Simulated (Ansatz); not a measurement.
### Question
GeTe in space group R3m (No. 160; Ge on 3a, Te on 3a) is relaxed with the program Ansatz at the PBE+D3(BJ) level (PAW). What lattice parameters of the conventional cell result?

### Answer
a = 4.218 Å, c = 11.063 Å.

### Question
Give the free coordinates with the occupied sites.

### Answer
In one choice of origin and axes:

```
atom  site  symmetry       x       y       z
----  ----  --------  ------  ------  ------
Ge      3a        3m  0.0000  0.0000  0.0068
Te      3a        3m  0.0000  0.0000  0.4722
```

### Question
Is it a metal or does it have a gap at this level?

### Answer
A gap of 0.55 eV, indirect.

Symmetry was held in the PBE+D3(BJ) relaxation; of distortions, only those at the zone centre were tested. Spin–orbit coupling is left out wherever it is not named.

Potentials: the later of the program's two PAW sets.
